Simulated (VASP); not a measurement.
# Sr (P6_3/mmc) in VASP: settings compared

One crystal, Sr, is run at these levels: r2SCAN, PBEsol; tasks: electric field gradients.

All numbers are computed with VASP 6.6.1; they aren't measurements. Logs are shortened: lines on timing, memory, paths and dates and some standing lists are left out, and cuts for length are marked.

### Step 1. The crystal as given

It takes space group P6_3/mmc (No. 194, hexagonal). Conventional cell: a = 4.310 Å, b = 4.310 Å, c = 7.050 Å, α = 90.00°, β = 90.00°, γ = 120.00°. Sr (site symmetry -6m2) has 12 Sr at 4.31 Å as nearest neighbours.

This isn't the form of Sr at room conditions, which is fcc.

### Step 2. Electric field gradients, r2SCAN

Contents of POSCAR:

```
Sr
1.0
    4.3100002207      0.0000000000      0.0000000000
   -2.1550001104      3.7325696814      0.0000000000
    0.0000000000      0.0000000000      7.0500000000
Sr
2
Direct
    0.3333333333      0.6666666667      0.2500000000
    0.6666666667      0.3333333333      0.7500000000
```

Contents of INCAR.step1:

```
SYSTEM = Sr
PREC     = Accurate       ! precision mode
ENCUT    = 520            ! plane-wave cutoff, eV
ISMEAR   = -1             ! smearing method
SIGMA    = 0.03           ! smearing width, eV
LREAL    = .False.        ! projectors in reciprocal space
LASPH    = .True.         ! aspherical terms in the spheres
NELM     = 100            ! most SCF steps
NBANDS   = 17             ! bands
GGA      = PE             ! functional
ALGO     = Normal         ! electronic algorithm
EDIFF    = 1E-4           ! SCF threshold, eV
LWAVE    = .True.         ! write WAVECAR
LCHARG   = .False.        ! write CHGCAR
```

Contents of INCAR.step2:

```
SYSTEM = Sr
PREC     = Accurate       ! precision mode
ENCUT    = 520            ! plane-wave cutoff, eV
EDIFF    = 1E-8           ! SCF threshold, eV
ISMEAR   = -1             ! smearing method
SIGMA    = 0.03           ! smearing width, eV
LREAL    = .False.        ! projectors in reciprocal space
LASPH    = .True.         ! aspherical terms in the spheres
NELM     = 100            ! most SCF steps
ALGO     = Normal         ! electronic algorithm
ISIF     = 2              ! what is computed and relaxed
LWAVE    = .False.        ! write WAVECAR
LCHARG   = .False.        ! write CHGCAR
METAGGA  = R2SCAN         ! meta-GGA
LMIXTAU  = .True.       
LEFG     = .True.       
NBANDS   = 17             ! bands
ISTART   = 1
```

Contents of KPOINTS:

```
regular mesh
0
Gamma
  9 9 5
  0 0 0
```

Potentials or basis: VASP PAW PBE potentials, release 64 (Sr_sv).

Launch:

```
$ cat potpaw_PBE.64/Sr_sv/POTCAR > POTCAR
$ cp INCAR.step1 INCAR
$ mpirun -np 1 vasp_std > vasp.out
$ cp INCAR.step2 INCAR
$ mpirun -np 1 vasp_std > vasp.out
```

OUTCAR:

```text
SYSTEM = Sr
   PREC = Accurate
   ENCUT = 520
   EDIFF = 1E-8
   ISMEAR = -1
   LREAL = .False.
   LASPH = .True.
   NELM = 100
   ISIF = 2
   METAGGA = R2SCAN
   ISTART = 1

 ion  position               nearest neighbor table
   1  0.333  0.667  0.250-   2 4.31   2 4.31   2 4.31   2 4.31   2 4.31   2 4.31
   2  0.667  0.333  0.750-   1 4.31   1 4.31   1 4.31   1 4.31   1 4.31   1 4.31

  LATTYP: Found a hexagonal cell.
 ALAT       =     4.3100002207
 C/A-ratio  =     1.6357307747

  Lattice vectors:

 A1 = (   4.3100002207,   0.0000000000,   0.0000000000)
 A2 = (  -2.1550001104,   3.7325696814,   0.0000000000)
 A3 = (   0.0000000000,   0.0000000000,   7.0500000000)

Analysis of symmetry for initial positions (statically):
=====================================================================
 Subroutine PRICEL returns:
 Original cell was already a primitive cell.

 Routine SETGRP: Setting up the symmetry group for a
 hexagonal supercell.

 Subroutine GETGRP returns: Found 24 space group operations
 (whereof 12 operations were pure point group operations)
 out of a pool of 24 trial point group operations.

The static configuration has the point symmetry D_3d.
 The point group associated with its full space group is D_6h.

Analysis of symmetry for dynamics (positions and initial velocities):
=====================================================================
 Subroutine PRICEL returns:
 Original cell was already a primitive cell.

 Routine SETGRP: Setting up the symmetry group for a
 hexagonal supercell.

 Subroutine GETGRP returns: Found 24 space group operations
 (whereof 12 operations were pure point group operations)
 out of a pool of 24 trial point group operations.

The dynamic configuration has the point symmetry D_3d.
 The point group associated with its full space group is D_6h.

 Subroutine INISYM returns: Found 24 space group operations
 (whereof 12 operations are pure point group operations),
 and found     1 'primitive' translations

----------------------------------------------------------------------------------------

                                     Primitive cell

  volume of cell :     113.4160

[... 126 lines left out ...]

 Free energy of the ion-electron system (eV)
  ---------------------------------------------------
  ext. energy  EPLUGINS =         0.00000000
  ---------------------------------------------------
  free energy    TOTEN  =       -30.19276756 eV

  energy without entropy =      -30.18693286  energy(sigma->0) =      -30.18985021

 E-fermi :   1.5230     XC(G=0):  -7.6985

 val. band max:        1.5057595651   @ k =   0.2222   0.1111   0.0000
 cond. band min:       1.5278711317   @ k =   0.3333  -0.0000   0.0000
 fundamental gap:      0.0221115666
 Fermi energy:         1.5230137351

 k-point     1 :       0.0000    0.0000    0.0000
  band No.  band energies     occupation
      1     -36.5753      2.00000
      2     -36.5621      2.00000
      3     -18.0151      2.00000
      4     -17.8662      2.00000
      5     -17.8662      2.00000
      6     -17.8415      2.00000
[... 457 lines left out ...]
      4     -17.9669      2.00000
      5     -17.9669      2.00000
      6     -17.9292      2.00000
[... 9 lines left out ...]
     16       5.7807      0.00000
     17       5.9012      0.00000

 [... further k-points ...]

------------------------ aborting loop because EDIFF is reached ----------------------------------------

  FORCE on cell =-STRESS in cart. coord.  units (eV):
  Direction    XX          YY          ZZ          XY          YZ          ZX
  --------------------------------------------------------------------------------------
  -------------------------------------------------------------------------------------
  Total        0.0358781      0.0358781      0.2484034     -0.0000000     -0.0000000      0.0000000
  in kB        0.5068336      0.5068336      3.5090849     -0.0000000     -0.0000000      0.0000000
  external PRESSURE =       1.5075840 kB  Pullay stress =       0.0000000 kB

 VOLUME and BASIS-vectors are now :
 -----------------------------------------------------------------------------
  energy-cutoff  :      520.00
  volume of cell :      113.42
      direct lattice vectors                 reciprocal lattice vectors
     4.310000221  0.000000000  0.000000000     0.232018550  0.133955972  0.000000000
    -2.155000110  3.732569681  0.000000000     0.000000000  0.267911944  0.000000000
     0.000000000  0.000000000  7.050000000     0.000000000  0.000000000  0.141843972

 POSITION                                       TOTAL-FORCE (eV/Angst)
 -----------------------------------------------------------------------------------
     -0.00000      2.48838      1.76250        -0.000000     -0.000000      0.000000
      2.15500      1.24419      5.28750         0.000000      0.000000      0.000000
 -----------------------------------------------------------------------------------
    total drift:                               -0.000000      0.000000     -0.000000

  FREE ENERGIE OF THE ION-ELECTRON SYSTEM (eV)
  ---------------------------------------------------
  free  energy   TOTEN  =       -30.1927675592 eV

  energy  without entropy=      -30.1869328578  energy(sigma->0) =      -30.18985021

 Electric field gradients (V/A^2)
---------------------------------------------------------------------
 ion       V_xx      V_yy      V_zz      V_xy      V_xz      V_yz
---------------------------------------------------------------------
   1       4.936     4.936    -9.871     0.000     0.000    -0.000
   2       4.936     4.936    -9.871     0.000    -0.000     0.000
---------------------------------------------------------------------

 Electric field gradients after diagonalization (V/A^2)
 (convention: |V_zz| > |V_xx| > |V_yy|)
----------------------------------------------------------------------
 ion       V_xx      V_yy      V_zz     asymmetry (V_yy - V_xx)/ V_zz
----------------------------------------------------------------------
   1       4.936     4.936    -9.871       0.000
   2       4.936     4.936    -9.871       0.000
----------------------------------------------------------------------

           NMR quadrupolar parameters

 Cq : quadrupolar parameter    Cq=e*Q*V_zz/h
 eta: asymmetry parameters     (V_yy - V_xx)/ V_zz
 Q  : nuclear electric quadrupole moment in mb (millibarn)
----------------------------------------------------------------------
 ion       Cq(MHz)       eta       Q (mb)
----------------------------------------------------------------------
   1      -0.024       0.000       1.000
   2      -0.024       0.000       1.000
----------------------------------------------------------------------
```

Wall time 3.3 min (1 thread of AMD EPYC 9R45 (Zen 5), shared host); peak memory 0.23 GiB.

Results:

| Quantity | Value |
| --- | --- |
| Free energy | -30.1928 eV |
| Pressure | 0.2 GPa |
| Band gap on the k mesh | none (metal or under the smearing width) |

Electric field gradients, principal values (V/Å²):
```
atom    Vxx    Vyy     Vzz
1 Sr  4.936  4.936  -9.871
2 Sr  4.936  4.936  -9.871
```

Caveat: the PAW data sets were made with another functional, which shifts forces and pressure a little.

(Part 1 of 2 ends here.)
